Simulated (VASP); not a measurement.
A run of VASP 6.6.1 is set up as follows.

INCAR

```
SYSTEM = CdSe
PREC = Accurate
ENCUT = 520
EDIFF = 1E-8
ISMEAR = -1
SIGMA = 0.03
LREAL = .FALSE.
LASPH = .TRUE.
NELM = 60
ALGO = Normal
ISIF = 2
LWAVE = .FALSE.
LCHARG = .FALSE.
GGA = PE
LEFG = .TRUE.
NBANDS = 16
```

The input KPOINTS:

```
regular mesh
0
G
  8 8 8
  0 0 0
```

The input POSCAR:

```
CdSe
1.0
    0.0000000000      3.0252281040      3.1623793346
    3.0252281040      0.0000000000      3.1623793346
    3.0252281040      3.0252281040      0.0000000000
Cd Se
1 1
Direct
    0.0000000000      0.0000000000      0.0000000000
    0.2500000000      0.2500000000      0.2500000000
```

Potentials or basis: VASP PAW PBE potentials, release 64 (Cd, Se).

Command:

```console
$ cat potpaw_PBE.64/Cd/POTCAR potpaw_PBE.64/Se/POTCAR > POTCAR
$ mpirun -np 1 vasp_std > vasp.out
```

(1) Estimate the band gap on the k mesh.

(2) Estimate the pressure.

## Answers

(1) 0.50 eV, direct.

(2) 1.5 GPa.
